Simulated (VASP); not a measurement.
BaS in VASP 6.6.1, single-point calculation

INCAR

```
LASPH = .TRUE.
IBRION = -1
ISIF = 2
NSW = 0
EDIFF = 1E-7
LCHARG = .FALSE.
GGA = PS
LREAL = .FALSE.
SIGMA = 0.01
ENCUT = 250
NELM = 62
AMIX = 0.05
IVDW = 11
NBANDS = 15
ISMEAR = 0
PREC = Accurate
LWAVE = .FALSE.
```

KPOINTS

```
KPOINTS created by Atomic Simulation Environment
0
Gamma
6 6 6
0 0 0
```

POSCAR

```
Ba S
 1.0000000000000000
     0.0000000000000000    3.5194117709000001    3.5194117709000001
     3.5194117709000001    0.0000000000000000    3.5194117709000001
     3.5194117709000001    3.5194117709000001    0.0000000000000000
 Ba  S
   1   1
Cartesian
  0.0000000000000000  0.0000000000000000  0.0000000000000000
  1.7597058854500001  1.7597058854500001  1.7597058854500001
```

The recommended PBE PAW datasets give the neutral cell 16 valence electrons.

Command

```
mpirun -np 1 vasp_std
```

OSZICAR

```
N       E                     dE             d eps       ncg     rms          rms(c)
DAV:   1     0.560405131698E+02    0.56041E+02   -0.43410E+03   488   0.500E+02
DAV:   2    -0.745686415486E+01   -0.63497E+02   -0.58995E+02   656   0.129E+02
DAV:   3    -0.109836699707E+02   -0.35268E+01   -0.35124E+01   634   0.319E+01
DAV:   4    -0.110573501870E+02   -0.73680E-01   -0.73667E-01   616   0.490E+00
DAV:   5    -0.110597703822E+02   -0.24202E-02   -0.24202E-02   673   0.730E-01    0.520E+00
DAV:   6    -0.108363881494E+02    0.22338E+00   -0.33947E-02   592   0.103E+00    0.492E+00
DAV:   7    -0.101415998951E+02    0.69479E+00   -0.19446E+00   529   0.738E+00    0.380E+00
DAV:   8    -0.101952842791E+02   -0.53684E-01   -0.34960E-01   529   0.337E+00    0.305E+00
DAV:   9    -0.101444030203E+02    0.50881E-01   -0.66435E-02   592   0.161E+00    0.120E+00
DAV:  10    -0.101497262791E+02   -0.53233E-02   -0.44015E-02   529   0.981E-01    0.437E-01
DAV:  11    -0.101499652970E+02   -0.23902E-03   -0.42940E-03   606   0.345E-01    0.493E-01
DAV:  12    -0.101513649948E+02   -0.13997E-02   -0.41511E-03   501   0.392E-01    0.245E-01
DAV:  13    -0.101510270853E+02    0.33791E-03   -0.10205E-03   620   0.171E-01    0.156E-01
DAV:  14    -0.101509153530E+02    0.11173E-03   -0.11913E-04   501   0.520E-02    0.144E-01
DAV:  15    -0.101511118265E+02   -0.19647E-03   -0.32576E-04   494   0.118E-01    0.230E-02
DAV:  16    -0.101510887561E+02    0.23070E-04   -0.56686E-05   648   0.491E-02    0.230E-02
DAV:  17    -0.101510888109E+02   -0.54810E-07   -0.63526E-06   571   0.125E-02    0.185E-02
DAV:  18    -0.101510930874E+02   -0.42765E-05   -0.22584E-06   529   0.106E-02    0.259E-02
DAV:  19    -0.101510898520E+02    0.32354E-05   -0.66298E-06   515   0.184E-02    0.771E-03
DAV:  20    -0.101510898076E+02    0.44406E-07   -0.88578E-07   752   0.480E-03
   1 F= -.10338284E+02 E0= -.10338284E+02  d E =-.585012E-82
```

Standard output (part)

```
POSCAR found type information on POSCAR BaS
 POSCAR found :  2 types and       2 ions
 LDA part: xc-table for (Slater+PW92), standard interpolation
 POSCAR, INCAR and KPOINTS ok, starting setup
 WAVECAR not read
 entering main loop
```

From OUTCAR

```
k-points           NKPTS =     16   k-points in BZ     NKDIM =     16   number of bands    NBANDS=     15

   NELECT =      16.0000    total number of electrons

   dimension x,y,z NGX =    28 NGY =   28 NGZ =   28
   dimension x,y,z NGXF=    56 NGYF=   56 NGZF=   56

  energy-cutoff  :      250.00
  volume of cell :       87.18
      direct lattice vectors                 reciprocal lattice vectors
     0.000000000  3.519411771  3.519411771    -0.142069196  0.142069196  0.142069196
     3.519411771  0.000000000  3.519411771     0.142069196 -0.142069196  0.142069196
     3.519411771  3.519411771  0.000000000     0.142069196  0.142069196 -0.142069196

 k-points in reciprocal lattice and weights: KPOINTS created by Atomic Simulation Env
   0.00000000  0.00000000  0.00000000       0.005
   0.16666667  0.00000000  0.00000000       0.037
   0.33333333  0.00000000  0.00000000       0.037
   0.50000000  0.00000000  0.00000000       0.019
   0.16666667  0.16666667  0.00000000       0.028
   0.33333333  0.16666667  0.00000000       0.111
   0.50000000  0.16666667  0.00000000       0.111
  -0.33333333  0.16666667  0.00000000       0.111
   ...

 E-fermi :  -0.1412

 k-point     1 :       0.0000    0.0000    0.0000
  band No.  band energies     occupation
      1     -26.3470      2.00000
      2     -11.5159      2.00000
      3     -11.5159      2.00000
      4     -11.5159      2.00000
      5     -10.1741      2.00000
      6      -0.9599      2.00000
      7      -0.9599      2.00000
      8      -0.9599      2.00000
      9       2.3530      0.00000
     10       4.7304      0.00000
     11       4.7304      0.00000
     12       6.6628      0.00000
     13       6.6628      0.00000
     14       6.6628      0.00000
     15       9.6376      0.00000

 k-point     2 :       0.1667    0.0000    0.0000
  band No.  band energies     occupation
      1     -26.3434      2.00000
      2     -11.7238      2.00000
      3     -11.5261      2.00000
      4     -11.5261      2.00000
      5      -9.9591      2.00000
      6      -1.0385      2.00000
      7      -0.8917      2.00000
      8      -0.8917      2.00000
      9       2.9383      0.00000
     10       4.5409      0.00000
     11       4.5409      0.00000
     12       6.3452      0.00000
     13       7.0413      0.00000
     14       7.0413      0.00000
     15       8.1943      0.00000

 k-point     3 :       0.3333    0.0000    0.0000
  band No.  band energies     occupation
      1     -26.3360      2.00000
      2     -12.0273      2.00000
      3     -11.5459      2.00000
      4     -11.5459      2.00000
      5      -9.6490      2.00000
      6      -0.9995      2.00000
      7      -0.7607      2.00000
      8      -0.7607      2.00000
      9       3.8617      0.00000
     10       4.5835      0.00000
     11       4.5835      0.00000
     12       5.6587      0.00000
     13       6.7500      0.00000
     14       6.7500      0.00000
     15       7.2533      0.00000

 ...

  Total      -0.82827    -0.82827    -0.82827     0.00000     0.00000    -0.00000
  in kB     -15.22104   -15.22104   -15.22104     0.00000     0.00000    -0.00000
  external pressure =      -15.22 kB  Pullay stress =        0.00 kB

 POSITION                                       TOTAL-FORCE (eV/Angst)
 -----------------------------------------------------------------------------------
      0.00000      0.00000      0.00000        -0.000000      0.000000     -0.000000
      1.75971      1.75971      1.75971         0.000000     -0.000000      0.000000
 -----------------------------------------------------------------------------------
    total drift:                               -0.000000     -0.000000     -0.000000

  FREE ENERGIE OF THE ION-ELECTRON SYSTEM (eV)
  ---------------------------------------------------
  free  energy   TOTEN  =       -10.3382839821 eV

  energy  without entropy=      -10.3382839821  energy(sigma->0) =      -10.33828398
```

It converged. Results: gap between bands v and c on the k mesh 2.63 eV; least direct gap on the k mesh 3.31 eV; pressure -1.5 GPa. Band v is the last that the valence electrons fill when counted band by band, and c is the next.

For comparison, a separate PBEsol run of the intended cell, on usual settings and not on those above, gives a gap of 2.63 eV on its mesh and a pressure of -0.8 GPa.

The run above took about 6.6 s on one core of a shared host (Intel Xeon 6975P-C) and held 0.15 GiB at most.
